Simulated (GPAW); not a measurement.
Write an ASE script for GPAW 26.7.0 that does the following.

```
Task                : single point
Functional          : TB-mBJ
Potentials or basis : GPAW PAW data sets for LDA (gpaw-data 1.2.1)
Cutoff              : 600 eV
Basis               : pw
k mesh              : 4 × 4 × 4
Occupations         : fermi-dirac, width 0.05 eV
Spin                : no spin polarisation
Maxiter             : 150
```

Crystal: Ge.

```
Ge
1.0
     5.01240    2.89391    1.98864
    -5.01240    2.89391    1.98864
     0.00000   -5.78782    1.98864
Ge
8
Direct
  0.27823 0.46995 0.97307
  0.46995 0.97307 0.27823
  0.97307 0.27823 0.46995
  0.72177 0.53005 0.02693
  0.53005 0.02693 0.72177
  0.02693 0.72177 0.53005
  0.28552 0.28552 0.28552
  0.71448 0.71448 0.71448
```

This isn't the form of Ge at room conditions, which is diamond.

One way to write it, as run:

run.py

```python
from ase import Atoms
from ase.dft.bandgap import bandgap
from ase.io import write
from gpaw import GPAW, PW

atoms = Atoms(['Ge', 'Ge', 'Ge', 'Ge', 'Ge', 'Ge', 'Ge', 'Ge'],
              cell=[[5.0124018495, 2.8939115571, 1.9886385167],
                    [-5.0124018495, 2.8939115571, 1.9886385167],
                    [0.0, -5.7878231142, 1.9886385167]],
              scaled_positions=[[0.278233, 0.469947, 0.97307],
                                [0.469947, 0.97307, 0.278233],
                                [0.97307, 0.278233, 0.469947],
                                [0.721767, 0.530053, 0.02693],
                                [0.530053, 0.02693, 0.721767],
                                [0.02693, 0.721767, 0.530053],
                                [0.285519, 0.285519, 0.285519],
                                [0.714481, 0.714481, 0.714481]],
              pbc=True)

calc = GPAW(mode=PW(600),
            xc='TB09',
            kpts={'size': (4, 4, 4), 'gamma': True},
            occupations={'name': 'fermi-dirac', 'width': 0.05},
            nbands=32,
            convergence={'density': 1e-05, 'energy': 1e-05},
            eigensolver='cg',
            maxiter=150,
            txt='gpaw.txt')
atoms.calc = calc
energy = atoms.get_potential_energy()
calc.write('gs.gpw')
write('result.traj', atoms)
print('Fermi level:', round(calc.get_fermi_level(), 4), 'eV')
print(f'Gap: {bandgap(calc)[0]:.4f} eV, direct: {bandgap(calc, direct=True)[0]:.4f} eV')
```

Potentials or basis: GPAW PAW data sets for LDA (gpaw-data 1.2.1), pw.

Command:

```bash
$ OMP_NUM_THREADS=1 python run.py
```

It gave:

```
Band gap on the k mesh : none (metal or under the smearing width)
```

Caveat: a model potential gives levels but no total energy.

Wall time 2.6 min on 1 thread of Arm Neoverse V2, with other jobs on the host, peak memory 0.32 GiB.
